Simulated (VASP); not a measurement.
# From VASP inputs to Ansatz: SnSe (strained measured structure)

INCAR

```
LASPH = .TRUE.
METAGGA = R2SCAN
LWAVE = .FALSE.
ISMEAR = -1
NSW = 0
LREAL = .FALSE.
SIGMA = 0.02
EDIFF = 1E-7
PREC = Accurate
IBRION = -1
ENCUT = 520
ALGO = Normal
NBANDS = 17
ISIF = 2
LCHARG = .FALSE.
NELM = 120
```

KPOINTS

```
KPOINTS created by Atomic Simulation Environment
0
Gamma
8 8 8
0 0 0
```

KPOINTS_OPT

```
special points
9
Reciprocal
0.0000000000 0.0000000000 0.0000000000 1
0.5000000000 0.0000000000 0.5000000000 1
0.6250000000 0.2500000000 0.6250000000 1
0.3750000000 0.3750000000 0.7500000000 1
0.5000000000 0.5000000000 0.5000000000 1
0.5000000000 0.2500000000 0.7500000000 1
0.5000000000 0.4750000000 0.5250000000 1
-0.0712890000 -0.0703120000 -0.4902340000 1
-0.0730790000 -0.0416670000 0.4731450000 1
```

POSCAR

```
Sn Se
 1.0000000000000000
     0.0000000000000000    2.8983277001999999    2.8983277001999999
     2.8983277001999999    0.0000000000000000    2.8983277001999999
     2.8983277001999999    2.8983277001999999    0.0000000000000000
 Sn  Se
   1   1
Cartesian
  0.0000000000000000  0.0000000000000000  0.0000000000000000
  2.8983277001999999  2.8983277001999999  2.8983277001999999
```

VASP ran with the recommended PBE PAW datasets (20 valence electrons in the cell).

Task: Write an Ansatz input for this cell and level of theory.

Result: 

```yaml
crystal:
  lattice:
    - [0.0, 2.8983277002, 2.8983277002]
    - [2.8983277002, 0.0, 2.8983277002]
    - [2.8983277002, 2.8983277002, 0.0]
  atoms:
    - { symbol: Sn, position: [0.0, 0.0, 0.0] }
    - { symbol: Se, position: [0.5, 0.5, 0.5] }
kpoints:
  mp_grid: { grid: [8, 8, 8] }
  band_path:
    path:
      - [0.0, 0.0, 0.0]
      - [0.5, 0.0, 0.5]
      - [0.625, 0.25, 0.625]
      - [0.375, 0.375, 0.75]
      - [0.5, 0.5, 0.5]
      - [0.5, 0.25, 0.75]
      - [0.5, 0.475, 0.525]
      - [-0.071289, -0.070312, -0.490234]
      - [-0.073079, -0.041667, 0.473145]
    npoints: 1
hamiltonian:
  xc: r2scan
scf:
  occupations: { method: fermi_dirac, width: 0.02 }
  n_extra_bands: 4
output:
  forces: true
  stress: true
  eigenvalues: true
```

Other inputs would serve too.

|  | VASP | Ansatz |
| --- | --- | --- |
| gap between bands v and c | 0.11 eV | 0.11 eV |
| least direct gap | 0.15 eV | 0.15 eV |
| pressure | 7.6 GPa | 7.5 GPa |

Each program uses its own PAW datasets. VASP's cell holds 20 valence electrons and Ansatz's 30. Ansatz's stress includes a Pulay correction; VASP's doesn't.
